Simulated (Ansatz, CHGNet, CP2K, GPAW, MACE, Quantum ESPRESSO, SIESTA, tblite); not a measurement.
# Which run comes nearest? Rutile SnO2, size series (72 atoms)

The cell holds 72 atoms: 24 Sn and 48 O. Its edges and angles: a = 9.474 Å, b = 9.474 Å, c = 9.558 Å, α = 90.0°, β = 90.0°, γ = 90.0°. It derives from SnO2 (rutile), repeated 2×2×3. Rutile SnO2 (cell 4.737, 4.737, 3.186, 90, 90, 90), 2 x 2 x 3 conventional cells; ideal positions. Then every atom was moved at random, 0.03 Å r.m.s. a Cartesian component.

Geometry: as built.

The reference, a calculation:

- method: Kohn-Sham DFT, PBE, SSSP efficiency 1.3.0 pseudopotentials, plane waves (Quantum ESPRESSO 7.5); sssp-pbe-1.3.0-efficiency, cutoffs 60/480 Ry, Γ point
- r.m.s. force component: 0.79 eV/Å
- longest force: 3.548 eV/Å
- pressure: 12.19 GPa
- gap (highest filled to lowest empty level): 1.191 eV
- time: 97 s on 4 MPI ranks of Arm Neoverse V2, shared host
- CPU time: 6.5 min

Q: Estimate the differences from the reference, the CPU time and the memory of each run.
- CP2K PBE, DZVP-MOLOPT-SR, 600/50 Ry, OT CG (CP2K 2026.2; 4 MPI ranks)
- MACE MP-0b2 small potential (MACE MP-0b2 small; 1 thread)
- GPAW PBE, LCAO dzp, h 0.18 Å (GPAW 26.7.0; 1 thread)
- CP2K PBE, SZV-MOLOPT-SR, 600/50 Ry, TRS4 filter 1e-04, SCF 1e-05 (CP2K 2026.2; 2 threads)
- GPAW LDA, LCAO dzp, h 0.18 Å (GPAW 26.7.0; 1 thread)
- CP2K PBE, SZV-MOLOPT-SR, 600/50 Ry, TRS4 filter 1e-07, SCF 1e-07 (CP2K 2026.2; 2 threads)
- CP2K PBE, SZV-MOLOPT-SR, 600/50 Ry, TRS4 filter 1e-06, SCF 1e-06 (CP2K 2026.2; 2 threads)
- SIESTA PBE, SZP, shift 0.01 Ry, mesh 500 Ry (SIESTA 5.4.2; 2 MPI ranks)
- tblite IPEA1-xTB (tblite 0.8.0; 1 thread)
- SIESTA PBE, DZP, shift 0.01 Ry, mesh 500 Ry (SIESTA 5.4.2; 2 MPI ranks)

Differences are against the plane-wave reference, forces as r.m.s. over components; share is that over the reference's r.m.s. force, slope the least-squares factor from reference forces to these. Total energies of different programs have different zeros and aren't compared.

```csv
run,"Δ force, r.m.s. (meV/Å)",share (%),slope,Δ pressure (GPa),Δ gap (eV),cores,CPU time,memory (GiB)
reference,-,-,-,-,-,4,6.5 min,2.9
"CP2K PBE, DZVP-MOLOPT-SR, 600/50 Ry, OT CG",58.7,7.43,0.963,2.54,-0.190,4,13 min,3.1
MACE MP-0b2 small potential,62.9,7.96,0.943,-0.185,-,1,5.5 s,0.66
"GPAW PBE, LCAO dzp, h 0.18 Å",51.6,6.53,1.053,-,-0.232,1,1.8 min,1.3
"CP2K PBE, SZV-MOLOPT-SR, 600/50 Ry, TRS4 filter 1e-04, SCF 1e-05 (coarse)",152,19.2,1.167,12.4,-,2,44 s,1.2
"GPAW LDA, LCAO dzp, h 0.18 Å",68.4,8.65,0.967,-,-0.358,1,1.7 min,1.3
"CP2K PBE, SZV-MOLOPT-SR, 600/50 Ry, TRS4 filter 1e-07, SCF 1e-07 (coarse)",141,17.8,1.154,12.2,-,2,71 s,1.2
"CP2K PBE, SZV-MOLOPT-SR, 600/50 Ry, TRS4 filter 1e-06, SCF 1e-06 (coarse)",136,17.2,1.144,12.2,-,2,51 s,1.2
"SIESTA PBE, SZP, shift 0.01 Ry, mesh 500 Ry (coarse)",109,13.8,1.125,7.82,-0.349,2,4.1 min,1.8
tblite IPEA1-xTB,416,52.6,0.594,-11.7,-,1,5.2 s,0.12
"SIESTA PBE, DZP, shift 0.01 Ry, mesh 500 Ry",87.5,11.1,1.089,5.51,-0.271,2,5.2 min,2
```

Rows marked coarse were listed beforehand as settings not expected to be converged; some can still land near the reference.

Times of the machine-learned potentials are mostly Python's start and the loading of weights.

CPU time is summed over cores on a shared host, where runs went side by side, so it is rough. Symmetry, cutoffs, thresholds, outputs and thread counts weren't matched or tuned between programs; memory under MPI is the largest rank's times the ranks.

The PBE runs in local orbitals, coarse settings apart, differ by 6.5 % (GPAW PBE, LCAO dzp, h 0.18 Å) to 11 % (SIESTA PBE, DZP, shift 0.01 Ry, mesh 500 Ry); basis, grid and potentials can all enter. Tight binding differs by 53 % (tblite IPEA1-xTB); it is another model, with fitted parameters of its own, and the xTB methods hold dispersion. Machine-learned potentials differ by 8.0 % (MACE MP-0b2 small potential); they were trained on other programs' data. Rows with another functional or a dispersion term differ by 8.7 % (GPAW LDA, LCAO dzp, h 0.18 Å), which mixes the change of model with differences of basis and potentials. Periodic xTB results under one method name differ between programs and library versions. Machine-learned potentials mimic data converged in k, so the reference's own k-point error enters their differences. The electronic-structure runs sample only Γ, in a cell whose shortest periodic width is 9 Å.

[Logs are printed without paths, hosts, clocks, repeated set-up lines and the standing remarks that a program may print on its own settings, such as how far it seeks lower states.]

[Hosts, paths, dates, database ids (printed as entryN), source tags and the programs' standing remarks are cut or masked in the printed files.]
